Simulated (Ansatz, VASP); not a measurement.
Ir: VASP beside Ansatz

INCAR

```
ALGO = Fast
EDIFF = 1E-6
ENCUT = 520
GGA = PS
ISIF = 2
ISMEAR = 0
LASPH = T
LCHARG = F
LREAL = F
LWAVE = F
NBANDS = 10
NELM = 60
PREC = Accurate
SIGMA = 0.1
```

KPOINTS

```
k-points
0
Gamma
  18 18 18
```

File POSCAR:

```
Ir
1.0
    0.0000000000      1.9151887050      1.9151887050
    1.9151887050      0.0000000000      1.9151887050
    1.9151887050      1.9151887050      0.0000000000
Ir
1
Direct
    0.0000000000      0.0000000000      0.0000000000
```

Input for Ansatz:

```yaml
crystal:
  lattice:
    - [0.0, 1.915188705, 1.915188705]
    - [1.915188705, 0.0, 1.915188705]
    - [1.915188705, 1.915188705, 0.0]
  atoms:
    - { symbol: Ir, position: [0.0, 0.0, 0.0] }
basis:
  ecutwfc: 420
kpoints:
  mp_grid: { grid: [18, 18, 18] }
hamiltonian:
  xc: pbesol
scf:
  occupations: { method: gaussian, width: 0.1 }
output:
  forces: true
  stress: true
  eigenvalues: true
```

Alike in both runs: task single point; functional PBEsol; k mesh 18 × 18 × 18; occupations gaussian, width 0.1 eV; no spin polarisation.

|  | VASP | Ansatz |
| --- | --- | --- |
| version | VASP 6.6.1 | Ansatz 0.2.0 |
| potentials or method | VASP PAW PBE potentials, release 64 (Ir) | scalar-relativistic, plane waves, PAW |
| plane-wave cutoff (eV) | 520 | 420 |
| valence electrons in the cell | 9 | 17 |

VASP gave:

```
gap on the k mesh at the Fermi level (eV) : none
pressure (GPa)                            : 0.8
```

Q: Which values does Ansatz return?

A: gap on the k mesh at the Fermi level (eV): none; pressure (GPa): 0.0.

A gap of «none» marks a metal or a gap that the smearing closes. The functional is the same, so the differences come from potentials, cutoffs and numerics. The two sets of potentials don't hold the same shells in valence.

Caveats: the PAW data sets were made with another functional, which shifts forces and pressure a little (VASP). Spin-orbit coupling is left out, which matters for the levels of Ir.
